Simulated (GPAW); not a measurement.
# WC (Qusongite) (P-6m2) in GPAW: further runs, part 2 of 2

GPAW 26.7.0.

### 3 Relaxation of cell and atoms, r2SCAN

File run.py:

```python
from ase import Atoms
from ase.filters import FrechetCellFilter
from ase.io import write
from ase.optimize import LBFGS
from gpaw import GPAW, PW

atoms = Atoms(['W', 'C'],
              cell=[[2.9065, 0.0, 0.0],
                    [-1.45325, 2.5171028361, 0.0],
                    [0.0, 0.0, 2.8366]],
              scaled_positions=[[0.0, 0.0, 0.0],
                                [0.6666666667, 0.3333333333, 0.5]],
              pbc=True)

calc = GPAW(mode=PW(800),
            xc='MGGA_X_R2SCAN+MGGA_C_R2SCAN',
            kpts={'size': (7, 7, 7), 'gamma': True},
            occupations={'name': 'fermi-dirac', 'width': 0.05},
            nbands=19,
            convergence={'density': 1e-06, 'energy': 1e-06, 'eigenstates': 1e-10},
            maxiter=150,
            txt='gpaw.txt')
atoms.calc = calc
opt = LBFGS(FrechetCellFilter(atoms), trajectory='relax.traj', logfile='-')
done = opt.run(fmax=0.05, steps=40)
calc.write('gs.gpw')
write('result.traj', atoms)
print('Converged:', done)
print('Cell:', atoms.cell.cellpar().round(4))
print('Volume:', round(atoms.get_volume(), 4))
print(atoms.get_scaled_positions().round(5))
```

Potentials or basis: GPAW PAW data sets (gpaw-data 1.2.1), pw.

Started as:

```bash
> OMP_NUM_THREADS=1 python run.py
```

gpaw.txt:

```text
__  _  _
 | _ |_)|_||  |
 |__||  | ||/\| - 26.7.0

Input parameters:
  mode=PW(ecut=800.0),
  convergence={'density': 1e-06, 'energy': 1e-06, 'eigenstates': 1e-10},
  kpts=MonkhorstPack(size=(7, 7, 7), gamma=True),
  maxiter=150,
  nbands=19,
  occupations=Occupations(name='fermi-dirac', width=0.05),
  xc=XC(name='MGGA_X_R2SCAN+MGGA_C_R2SCAN')

Diagonalizing LCAO Hamiltonian
Converting LCAO to pw mode

           C

       W

Atoms  # Å, Bohr magnetons
|   | symbol |        x |        y |        z |    initial magnetic moments |
|---|--------|----------|----------|----------|-----------------------------|
| 0 |      W | 0.000000 | 0.000000 | 0.000000 | ( 0.0000,  0.0000,  0.0000) |
| 1 |      C | 1.453250 | 0.839034 | 1.418300 | ( 0.0000,  0.0000,  0.0000) |

Unit cell  # Å
| periodic |         x |        y |        z |  lengths |     angles |
|----------|-----------|----------|----------|----------|------------|
|      yes |  2.906500 | 0.000000 | 0.000000 | 2.906500 |  90.000000 |
|      yes | -1.453250 | 2.517103 | 0.000000 | 2.906500 |  90.000000 |
|      yes |  0.000000 | 0.000000 | 2.836600 | 2.836600 | 120.000000 |

Number of symmetries: 12
Symmetry operations  # r_c * U_cc + t_c -> r_c
|    | kind |            matrix            |
|----|------|------------------------------|
|  0 |  σ   |  1, 1, 0,  0,-1, 0,  0, 0, 1 |
|  1 |  C2  |  1, 1, 0,  0,-1, 0,  0, 0,-1 |
|  2 |  E   |  1, 0, 0,  0, 1, 0,  0, 0, 1 |
|  3 |  σ   |  1, 0, 0,  0, 1, 0,  0, 0,-1 |
|  4 |  C3  |  0, 1, 0, -1,-1, 0,  0, 0, 1 |
|  5 |  S3  |  0, 1, 0, -1,-1, 0,  0, 0,-1 |
|  6 |  σ   |  0,-1, 0, -1, 0, 0,  0, 0, 1 |
|  7 |  C2  |  0,-1, 0, -1, 0, 0,  0, 0,-1 |
|  8 |  σ   | -1, 0, 0,  1, 1, 0,  0, 0, 1 |
|  9 |  C2  | -1, 0, 0,  1, 1, 0,  0, 0,-1 |
| 10 |  C3  | -1,-1, 0,  1, 0, 0,  0, 0, 1 |
| 11 |  S3  | -1,-1, 0,  1, 0, 0,  0, 0,-1 |
[... 188 lines left out ...]
No gap
No difference between direct/indirect transitions

Stress tensor  # eV/Ang^3
|         x |         y |        z |
|-----------|-----------|----------|
| -0.012041 |  0.000000 | 0.000000 |
|  0.000000 | -0.012041 | 0.000000 |
|  0.000000 |  0.000000 | 0.000057 |

Forces  # eV/Ang
|        x |       y |       z |
|----------|---------|---------|
| -0.00000 | 0.00000 | 0.00000 |  # W    0
|  0.00000 | 0.00000 | 0.00000 |  # C    1

Interpolating wave functions to new cell

           C

       W

Atoms  # Å, Bohr magnetons
|   | symbol |         x |        y |        z |    initial magnetic moments |
|---|--------|-----------|----------|----------|-----------------------------|
| 0 |      W | -0.000000 | 0.000000 | 0.000000 | ( 0.0000,  0.0000,  0.0000) |
| 1 |      C |  1.454548 | 0.839783 | 1.418294 | ( 0.0000,  0.0000,  0.0000) |

Unit cell  # Å
| periodic |         x |         y |        z |  lengths |     angles |
|----------|-----------|-----------|----------|----------|------------|
|      yes |  2.909095 | -0.000000 | 0.000000 | 2.909095 |  90.000000 |
|      yes | -1.454548 |  2.519350 | 0.000000 | 2.909095 |  90.000000 |
|      yes |  0.000000 |  0.000000 | 2.836588 | 2.836588 | 120.000000 |

Number of symmetries: 12
Symmetry operations  # r_c * U_cc + t_c -> r_c
|    | kind |            matrix            |
|----|------|------------------------------|
|  0 |  σ   |  1, 1, 0,  0,-1, 0,  0, 0, 1 |
|  1 |  C2  |  1, 1, 0,  0,-1, 0,  0, 0,-1 |
|  2 |  E   |  1, 0, 0,  0, 1, 0,  0, 0, 1 |
|  3 |  σ   |  1, 0, 0,  0, 1, 0,  0, 0,-1 |
|  4 |  C3  |  0, 1, 0, -1,-1, 0,  0, 0, 1 |
|  5 |  S3  |  0, 1, 0, -1,-1, 0,  0, 0,-1 |
|  6 |  σ   |  0,-1, 0, -1, 0, 0,  0, 0, 1 |
|  7 |  C2  |  0,-1, 0, -1, 0, 0,  0, 0,-1 |
|  8 |  σ   | -1, 0, 0,  1, 1, 0,  0, 0, 1 |
|  9 |  C2  | -1, 0, 0,  1, 1, 0,  0, 0,-1 |
| 10 |  C3  | -1,-1, 0,  1, 0, 0,  0, 0, 1 |
| 11 |  S3  | -1,-1, 0,  1, 0, 0,  0, 0,-1 |
[... 190 lines left out ...]
No gap
No difference between direct/indirect transitions

Stress tensor  # eV/Ang^3
|         x |         y |        z |
|-----------|-----------|----------|
| -0.006585 |  0.000000 | 0.000000 |
|  0.000000 | -0.006585 | 0.000000 |
|  0.000000 |  0.000000 | 0.001982 |

Forces  # eV/Ang
|        x |        y |       z |
|----------|----------|---------|
| -0.00000 |  0.00000 | 0.00000 |  # W    0
| -0.00000 | -0.00000 | 0.00000 |  # C    1

Interpolating wave functions to new cell

           C

       W

Atoms  # Å, Bohr magnetons
|   | symbol |         x |        y |        z |    initial magnetic moments |
|---|--------|-----------|----------|----------|-----------------------------|
| 0 |      W | -0.000000 | 0.000000 | 0.000000 | ( 0.0000,  0.0000,  0.0000) |
| 1 |      C |  1.456206 | 0.840741 | 1.417832 | ( 0.0000,  0.0000,  0.0000) |

Unit cell  # Å
| periodic |         x |         y |        z |  lengths |     angles |
|----------|-----------|-----------|----------|----------|------------|
|      yes |  2.912413 | -0.000000 | 0.000000 | 2.912413 |  90.000000 |
|      yes | -1.456206 |  2.522223 | 0.000000 | 2.912413 |  90.000000 |
|      yes |  0.000000 |  0.000000 | 2.835663 | 2.835663 | 120.000000 |

Number of symmetries: 12
Symmetry operations  # r_c * U_cc + t_c -> r_c
|    | kind |            matrix            |
|----|------|------------------------------|
|  0 |  σ   |  1, 1, 0,  0,-1, 0,  0, 0, 1 |
|  1 |  C2  |  1, 1, 0,  0,-1, 0,  0, 0,-1 |
|  2 |  E   |  1, 0, 0,  0, 1, 0,  0, 0, 1 |
|  3 |  σ   |  1, 0, 0,  0, 1, 0,  0, 0,-1 |
|  4 |  C3  |  0, 1, 0, -1,-1, 0,  0, 0, 1 |
|  5 |  S3  |  0, 1, 0, -1,-1, 0,  0, 0,-1 |
|  6 |  σ   |  0,-1, 0, -1, 0, 0,  0, 0, 1 |
|  7 |  C2  |  0,-1, 0, -1, 0, 0,  0, 0,-1 |
|  8 |  σ   | -1, 0, 0,  1, 1, 0,  0, 0, 1 |
|  9 |  C2  | -1, 0, 0,  1, 1, 0,  0, 0,-1 |
| 10 |  C3  | -1,-1, 0,  1, 0, 0,  0, 0, 1 |
| 11 |  S3  | -1,-1, 0,  1, 0, 0,  0, 0,-1 |
[... 192 lines left out ...]
No gap
No difference between direct/indirect transitions

Stress tensor  # eV/Ang^3
|         x |         y |        z |
|-----------|-----------|----------|
| -0.000030 | -0.000000 | 0.000000 |
| -0.000000 | -0.000030 | 0.000000 |
|  0.000000 |  0.000000 | 0.002462 |

Forces  # eV/Ang
|        x |       y |       z |
|----------|---------|---------|
| -0.00000 | 0.00000 | 0.00000 |  # W    0
| -0.00000 | 0.00000 | 0.00000 |  # C    1

# Writing to gs.gpw (mode='')
```

Wall time 3 min (1 thread of Arm Neoverse N1, shared host); peak memory 0.54 GiB.

What came out:

```
Free energy                            : -35.6656 eV
Relaxed volume                         : 10.42 Å³/atom
Relaxed cell                           : a = 2.912 Å, b = 2.912 Å, c = 2.836 Å, α = 90.00°, β = 90.00°, γ = 120.00°
Space group after relaxing (to 0.05 Å) : P-6m2 (No. 187)
Energy gained by relaxing              : 0.3 meV/atom
Ionic steps                            : 3
Pressure after relaxing                : -0.1 GPa
Band gap on the k mesh                 : none (metal or under the smearing width)
```

The path:
| step | energy change (eV) | largest force (eV/Å) | pressure (GPa) | volume (Å³) |
| --- | --- | --- | --- | --- |
| 1 | 0.0000 | 0.0000 | 1.28 | 20.75 |
| 2 | -0.0004 | 0.0000 | 0.60 | 20.79 |
| 3 | -0.0006 | 0.0000 | -0.13 | 20.83 |

Final structure:
```
W C
1.0
     2.91241    0.00000    0.00000
    -1.45621    2.52222    0.00000
     0.00000    0.00000    2.83566
W C
1 1
Direct
  0.00000 0.00000 0.00000
  0.66667 0.33333 0.50000
```

Caveat: later steps reuse the first step's grids; the PAW data sets were made with another functional, which shifts forces and pressure a little.
